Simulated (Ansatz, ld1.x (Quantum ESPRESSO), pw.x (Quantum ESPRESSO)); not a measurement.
pw.x on diamond N: one setting changed

Potential: PAW, ld1.x (Quantum ESPRESSO) 7.5, PBE; core [He], reference 2s2 2p3; waves: 2s (bound): rcut 1.00, rcutus 1.05 bohr; 2s channel at -0.95 Ry: rcut 1.00, rcutus 1.05 bohr; 2p (bound): rcut 1.65, rcutus 2.05 bohr; 2p channel at -0.05 Ry: rcut 1.65, rcutus 2.05 bohr; 3d channel at -0.11 Ry: rc 1.85 bohr; local part: the d channel; core correction: none; augmentation: BESSEL, radius 1.00 bohr.

The reference run (k-mesh 11³, cutoffs 40/320 Ry, Fermi–Dirac 0.01 Ry, mixing_beta 0.4, conv_thr 1e-9, no spin) gives -0.39 GPa at 9.212 Å³/atom, where all-electron LAPW gives -0.81 GPa. This run, with its own iteration cap, changes smearing to mp.

```
&control
  calculation='scf', prefix='x', pseudo_dir='./', outdir='./tmp', tstress=.true., disk_io='none'
/
&system
  ibrav=0, nat=2, ntyp=1, ecutwfc=40, ecutrho=320, nbnd=12,
  occupations='smearing', smearing='mp', degauss=0.01
/
&electrons
  conv_thr=1e-09, mixing_beta=0.4, electron_maxstep=60
/
ATOMIC_SPECIES
N 1.0 N.UPF
CELL_PARAMETERS angstrom
  0.00000000 2.09628974 2.09628974
  2.09628974 0.00000000 2.09628974
  2.09628974 2.09628974 0.00000000
ATOMIC_POSITIONS crystal
N 0.0000 0.0000 0.0000
N 0.2500 0.2500 0.2500
K_POINTS automatic
11 11 11 0 0 0
```

```bash
pw.x < N.scf.in > N.scf.out
```

How does the run end?

It converges in 7 iterations; the free energy moves by +15.1 meV/atom and the pressure by +0.11 GPa. This scheme is built to cancel the term in the square of the width that Fermi–Dirac smearing leaves in the F of a metal.

```
Message from routine setup:
     using ibrav=0 with symmetry is DISCOURAGED, use correct ibrav instead
     lattice parameter (alat)  =       5.6023  a.u.
     unit-cell volume          =     124.3313 (a.u.)^3
     number of electrons       =        10.00
     number of Kohn-Sham states=           12
     kinetic-energy cutoff     =      40.0000  Ry
     charge density cutoff     =     320.0000  Ry
     scf convergence threshold =      1.0E-09
     Exchange-correlation= SLA  PW   PBX  PBC
     number of k points=    56  Methfessel-Paxton smearing, width (Ry)=  0.0100
     iteration #  1     ecut=    40.00 Ry     beta= 0.40
     total energy              =     -55.97994199 Ry
     estimated scf accuracy    <       0.00992178 Ry
     iteration #  2     ecut=    40.00 Ry     beta= 0.40
     total energy              =     -55.98037228 Ry
     estimated scf accuracy    <       0.00269641 Ry
     iteration #  3     ecut=    40.00 Ry     beta= 0.40
     total energy              =     -55.98047241 Ry
     estimated scf accuracy    <       0.00005783 Ry
     iteration #  4     ecut=    40.00 Ry     beta= 0.40
     total energy              =     -55.98047755 Ry
     estimated scf accuracy    <       0.00000011 Ry
     iteration #  5     ecut=    40.00 Ry     beta= 0.40
     total energy              =     -55.98047758 Ry
     estimated scf accuracy    <       0.00000003 Ry
     iteration #  6     ecut=    40.00 Ry     beta= 0.40
     total energy              =     -55.98047760 Ry
     estimated scf accuracy    <          1.9E-09 Ry
     iteration #  7     ecut=    40.00 Ry     beta= 0.40
     the Fermi energy is     6.1527 ev
!    total energy              =     -55.98047760 Ry
     estimated scf accuracy    <          2.1E-10 Ry
     smearing contrib. (-TS)   =      -0.00000903 Ry
     convergence has been achieved in   7 iterations
          total   stress  (Ry/bohr**3)                   (kbar)     P=       -2.79
     Message from routine punch:
     Nothing written, as per user request (disk_io='none')
```

The run took about 8.2 s on one core of a shared host (Intel(R) Xeon(R) Platinum 8259CL CPU @ 2.50GHz, 96 threads, 755 GiB, load 64).
